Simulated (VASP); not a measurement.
# HgTe (Coloradoite) (P1) in VASP: convergence with PREC

Aim: find how far PREC must go before the results for HgTe (Coloradoite) settle, at LDA. This setting moves, with any that are tied to it; all else stays.

Program: VASP 6.6.1. These are calculated values, not measurements. Logs are shortened: lines on timing, memory, paths and dates and some standing lists are left out, and cuts for length are marked.

### Step 1. The cell of the first run

The typed cell holds 2 atoms: a = 4.546 Å, b = 4.546 Å, c = 4.546 Å, α = 60.00°, β = 60.00°, γ = 60.00°.

The cell isn't the ideal one: atoms moved at random, drawn with an rms of 0.02 Å.

### Step 2. With PREC Low

File INCAR:

```
SYSTEM = HgTe
ALGO = Fast
EDIFF = 1E-6
ENCUT = 600
GGA = CA
ISIF = 2
ISMEAR = 0
LASPH = .TRUE.
LCHARG = .FALSE.
LREAL = .FALSE.
LWAVE = .FALSE.
NBANDS = 20
NELM = 80
PREC = Low
SIGMA = 0.02
```

File KPOINTS:

```
k-points
0
G
  5 5 5
  0 0 0
```

File POSCAR:

```
HgTe
1.0
    0.0000000000      3.2145000000      3.2145000000
    3.2145000000      0.0000000000      3.2145000000
    3.2145000000      3.2145000000      0.0000000000
Hg Te
1 1
Direct
    0.0009850000     -0.0030580000     -0.0000240000
    0.7442790000      0.7477940000      0.7543600000
```

Potentials or basis: VASP PAW LDA potentials, release 64 (Hg_sv_GW, Te_GW).

The run is started by

```console
$ cat potpaw_LDA.64/Hg_sv_GW/POTCAR potpaw_LDA.64/Te_GW/POTCAR > POTCAR
$ mpirun -np 1 vasp_std > vasp.out
```

OUTCAR:

```text
SYSTEM = HgTe
   EDIFF = 1E-6
   ENCUT = 600
   GGA = CA
   ISIF = 2
   ISMEAR = 0
   LASPH = .TRUE.
   LREAL = .FALSE.
   NELM = 80
   PREC = Low

 Found     63 irreducible k-points:

 Following reciprocal coordinates:
            Coordinates               Weight
  0.000000  0.000000  0.000000      1.000000
  0.200000  0.000000  0.000000      2.000000
  0.000000  0.200000  0.000000      2.000000
  0.000000  0.000000  0.200000      2.000000
  0.200000  0.200000  0.200000      2.000000
  0.400000  0.000000  0.000000      2.000000
   k-points           NKPTS =     63   k-points in BZ     NKDIM =     63   number of bands    NBANDS=     20
   number of dos      NEDOS =    301   number of ions     NIONS =      2
   total plane-waves  NPLWV =  21952
   dimension x,y,z NGX =    28 NGY =   28 NGZ =   28
   dimension x,y,z NGXF=    30 NGYF=   30 NGZF=   30
   ions per type =               1   1
   NGX,Y,Z   is equivalent  to a cutoff of  10.24, 10.24, 10.24 a.u.
   NGXF,Y,Z  is equivalent  to a cutoff of  10.97, 10.97, 10.97 a.u.
 SYSTEM =  HgTe
   PREC   = low       normal or accurate (medium, high low for compatibility)
   ISTART =      0    job   : 0-new  1-cont  2-samecut
   ICHARG =      2    charge: 1-file 2-atom 10-const
   ISPIN  =      1    spin polarized calculation?
   LNONCOLLINEAR =      F non collinear calculations
   LSORBIT =      F    spin-orbit coupling
   LASPH  =      T    aspherical Exc in radial PAW
   ENCUT  =  600.0 eV  44.10 Ry    6.64 a.u.   9.08  9.08  9.08*2*pi/ulx,y,z
   NELM   =     80;   NELMIN=  2; NELMDL= -5     # of ELM steps
   EDIFF  = 0.1E-05   stopping-criterion for ELM
   LREAL  =      F    real-space projection
   EDIFFG = 0.1E-04   stopping-criterion for IOM
   NSW    =      0    number of steps for IOM
   IBRION =     -1    ionic relax: 0-MD 1-quasi-New 2-CG
[... 31 lines left out ...]
 maximum number of plane-waves:      2232
   NGX = 19   NGY = 19   NGZ = 19

 number of electron      26.0000462 magnetization

 Free energy of the ion-electron system (eV)
  ---------------------------------------------------
  ext. energy  EPLUGINS =         0.00000000
  ---------------------------------------------------
  free energy    TOTEN  =        -5.03093290 eV

  energy without entropy =       -5.03072287  energy(sigma->0) =       -5.03082789

 E-fermi :   4.2143     XC(G=0):  -9.3550

 val. band max:        4.2104531594   @ k =   0.0000   0.0000   0.0000
 cond. band min:       4.2153321523   @ k =   0.0000   0.0000   0.0000
 fundamental gap:      0.0048789929
 Fermi energy:         4.2142983946

 k-point     1 :       0.0000    0.0000    0.0000
  band No.  band energies     occupation
      1    -110.4479      2.00000
      2     -59.0750      2.00000
      3     -59.0694      2.00000
      4     -59.0676      2.00000
      5      -7.9495      2.00000
      6      -3.2964      2.00000
[... 127 lines left out ...]
     19      13.5872      0.00000
     20      13.6014      0.00000

 [... further k-points ...]

------------------------ aborting loop because EDIFF is reached ----------------------------------------

  FORCE on cell =-STRESS in cart. coord.  units (eV):
  Direction    XX          YY          ZZ          XY          YZ          ZX
  --------------------------------------------------------------------------------------
  -------------------------------------------------------------------------------------
  Total        0.1417816      0.1454670      0.1415342     -0.1174129      0.1054910     -0.0513460
  in kB        3.4194802      3.5083650      3.4135135     -2.8317589      2.5442273     -1.2383606
  external PRESSURE =       3.4471196 kB  Pullay stress =       0.0000000 kB

 VOLUME and BASIS-vectors are now :
 -----------------------------------------------------------------------------
  energy-cutoff  :      600.00
  volume of cell :       66.43
      direct lattice vectors                 reciprocal lattice vectors
     0.000000000  3.214500000  3.214500000    -0.155545186  0.155545186  0.155545186
     3.214500000  0.000000000  3.214500000     0.155545186 -0.155545186  0.155545186
     3.214500000  3.214500000  0.000000000     0.155545186  0.155545186 -0.155545186

 POSITION                                       TOTAL-FORCE (eV/Angst)
 -----------------------------------------------------------------------------------
      6.41909      3.21759      3.20784         0.071080     -0.034840     -0.070499
      4.82867      4.81738      4.79627        -0.071080      0.034840      0.070499
 -----------------------------------------------------------------------------------
    total drift:                                0.009058     -0.002798      0.005942

  FREE ENERGIE OF THE ION-ELECTRON SYSTEM (eV)
  ---------------------------------------------------
  free  energy   TOTEN  =        -5.0309329012 eV

  energy  without entropy=       -5.0307228723  energy(sigma->0) =       -5.03082789
```

Wall time 36 s (1 thread of Intel Xeon 6975P-C (Granite Rapids), shared host); peak memory 0.23 GiB.

What came out:

```
Free energy            : -5.0309 eV
Pressure               : 0.3 GPa
Largest force          : 0.106 eV/Å
Band gap on the k mesh : 0.00 eV, direct
```

### Step 3. With PREC Medium

INCAR, as its differences from that of step 2:

```diff
@@ -13,3 +13,3 @@
 NELM = 80
-PREC = Low
+PREC = Medium
 SIGMA = 0.02
```

KPOINTS is that of step 2.

POSCAR is that of step 2.

Potentials or basis: VASP PAW LDA potentials, release 64 (Hg_sv_GW, Te_GW).

The run is started by

```console
$ cat potpaw_LDA.64/Hg_sv_GW/POTCAR potpaw_LDA.64/Te_GW/POTCAR > POTCAR
$ mpirun -np 1 vasp_std > vasp.out
```

Wall time 37 s (1 thread of Intel Xeon 6975P-C (Granite Rapids), shared host); peak memory 0.23 GiB.

What came out:

```yaml
Free_energy: -5.0300 eV
Pressure: 0.4 GPa
Largest_force: 0.104 eV/Å
Band_gap_on_the_k_mesh: 0.00 eV, direct
```

### Step 4. With PREC Single

INCAR, as its differences from that of step 3:

```diff
@@ -13,3 +13,3 @@
 NELM = 80
-PREC = Medium
+PREC = Single
 SIGMA = 0.02
```

KPOINTS is that of step 3.

POSCAR is that of step 3.

The run is started by

```console
$ cat potpaw_LDA.64/Hg_sv_GW/POTCAR potpaw_LDA.64/Te_GW/POTCAR > POTCAR
$ mpirun -np 1 vasp_std > vasp.out
```

Wall time 56 s (1 thread of Intel Xeon 6975P-C (Granite Rapids), shared host); peak memory 0.23 GiB.

Results:

```
Free energy            : -5.0299 eV
Pressure               : 0.4 GPa
Largest force          : 0.104 eV/Å
Band gap on the k mesh : 0.00 eV, direct
```

### Step 5. With PREC Normal

INCAR, as its differences from that of step 4:

```diff
@@ -13,3 +13,3 @@
 NELM = 80
-PREC = Single
+PREC = Normal
 SIGMA = 0.02
```

KPOINTS is that of step 4.

POSCAR is that of step 4.

The run is started by

```console
$ cat potpaw_LDA.64/Hg_sv_GW/POTCAR potpaw_LDA.64/Te_GW/POTCAR > POTCAR
$ mpirun -np 1 vasp_std > vasp.out
```

Run time: 37 s. Hardware: 1 thread of Intel Xeon 6975P-C (Granite Rapids), shared host; peak memory 0.25 GiB.

What came out:

```yaml
Free_energy: -5.0303 eV
Pressure: 0.4 GPa
Largest_force: 0.105 eV/Å
Band_gap_on_the_k_mesh: 0.00 eV, direct
```

### Step 6. With PREC High

INCAR, as its differences from that of step 5:

```diff
@@ -13,3 +13,3 @@
 NELM = 80
-PREC = Normal
+PREC = High
 SIGMA = 0.02
```

KPOINTS is that of step 5.

POSCAR is that of step 5.

Potentials or basis: VASP PAW LDA potentials, release 64 (Hg_sv_GW, Te_GW).

The run is started by

```console
$ cat potpaw_LDA.64/Hg_sv_GW/POTCAR potpaw_LDA.64/Te_GW/POTCAR > POTCAR
$ mpirun -np 1 vasp_std > vasp.out
```

It took 55 s on 1 thread of Intel Xeon 6975P-C (Granite Rapids), shared host; peak memory 0.25 GiB.

Results:

```yaml
Free_energy: -5.0302 eV
Pressure: 0.4 GPa
Largest_force: 0.105 eV/Å
Band_gap_on_the_k_mesh: 0.00 eV, direct
```

### Step 7. With PREC Accurate

INCAR, as its differences from that of step 6:

```diff
@@ -13,3 +13,3 @@
 NELM = 80
-PREC = High
+PREC = Accurate
 SIGMA = 0.02
```

KPOINTS is that of step 6.

POSCAR is that of step 6.

The run is started by

```console
$ cat potpaw_LDA.64/Hg_sv_GW/POTCAR potpaw_LDA.64/Te_GW/POTCAR > POTCAR
$ mpirun -np 1 vasp_std > vasp.out
```

It took 57 s on 1 thread of Intel Xeon 6975P-C (Granite Rapids), shared host; peak memory 0.28 GiB.

The run converged. Its results:

```yaml
Free_energy: -5.0303 eV
Pressure: 0.4 GPa
Largest_force: 0.105 eV/Å
Band_gap_on_the_k_mesh: 0.00 eV, direct
```

### Step 8. Summary

```csv
PREC,"energy less the tightest run, at zero smearing (meV/atom)",SCF cycles,CPU time (s),peak memory (GiB)
Low,-0.34,16,35,0.23
Medium,0.13,16,37,0.23
Single,0.18,16,56,0.23
Normal,-0.01,16,36,0.25
High,0.02,16,55,0.25
Accurate,0.00,16,57,0.28
```

Against the tightest run, the energy stays within 1 meV/atom from Low on. The tightest run that finished is the yardstick and may itself not be fully converged.

Caveats: spin-orbit coupling is left out, which moves the levels of the heavy elements.
